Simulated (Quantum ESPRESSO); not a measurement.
SnO, 4 atoms in the cell. Symmetry: P4/nmm, No. 129, tetragonal system. The conventional cell has a = 3.814 Å, b = 3.814 Å, c = 4.887 Å, α = 90.00°, β = 90.00°, γ = 90.00°. Around Sn (site symmetry 4mm) lie 4 O at 2.23 Å. Around O (site symmetry -4m2) lie 4 Sn at 2.23 Å. The cell is a database's computed one.

- Program: Quantum ESPRESSO 7.5
- Task: Wannier functions
- Functional: PBE
- Potentials or basis: GBRV 1.5 PBE
- Cutoff: 925 eV
- Density cutoff: 7401 eV
- k mesh: 7 × 7 × 6
- Occupations: fermi-dirac, width 0.05 eV
- Spin: no spin polarisation
- Mixing beta: 0.5
- Most SCF iterations: 120
- SCF threshold: 8e-10 Ry
- k mesh for the Wannier functions: 3 × 3 × 2

Potentials or basis: GBRV 1.5 PBE.

Launch:

```console
$ OMP_NUM_THREADS=1 pw.x -in pw.in > pw.out
$ OMP_NUM_THREADS=1 pw.x -in nscf.in > nscf.out
$ wannier90.x -pp w
$ OMP_NUM_THREADS=1 pw2wannier90.x -in pw2wan.in > pw2wan.out
$ wannier90.x w
$ OMP_NUM_THREADS=1 pw.x -in bands.in > bands.out
```

Hardware: 1 thread of Arm Neoverse V1, with other jobs on the host.

Problem. Estimate the wall time of this run.

Solution. Wall time 5.3 min on 1 thread of Arm Neoverse V1, with other jobs on the host, peak memory 0.47 GiB. Counts: scf iterations 11, k pools 1, bands 28, k points 40, g dense 102749.
